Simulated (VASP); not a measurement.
Zn, 1 atom in the cell. It takes space group Im-3m (No. 229, cubic). The conventional cell has a = 3.138 Å, b = 3.138 Å, c = 3.138 Å, α = 90.00°, β = 90.00°, γ = 90.00°. Zn (site symmetry m-3m) has 8 Zn at 2.72 Å as nearest neighbours. This isn't the form of Zn at room conditions, which is hcp.

```yaml
Program: VASP 6.6.1
Task: relaxation of cell and atoms
Functional: PBEsol
Potentials_or_basis: VASP PAW PBE potentials, release 64 (Zn)
Cutoff: 600 eV
k_mesh: 10 × 10 × 10
Occupations: fermi-dirac, width 0.05 eV
Spin: no spin polarisation
Ladder: gaps
Further_INCAR_settings: ALGO = Normal; EDIFF = 1e-06; IBRION = 2; EDIFFG = -0.02; NSW = 40; ISIF = 3
```

Potentials or basis: VASP PAW PBE potentials, release 64 (Zn).

The run is started by

```bash
$ cat potpaw_PBE.64/Zn/POTCAR > POTCAR
$ mpirun -np 1 vasp_std > vasp.out
```

Hardware: 1 thread of Intel(R) Xeon(R) Platinum 8488C (Sapphire Rapids), on a shared host.

Q: How long does it take, and how much memory?

A: Run time: 8 s on 1 thread of Intel(R) Xeon(R) Platinum 8488C (Sapphire Rapids), with other jobs on the host, peak memory 0.14 GiB. Counts: scf iterations 18, k points 47, ion steps 2.
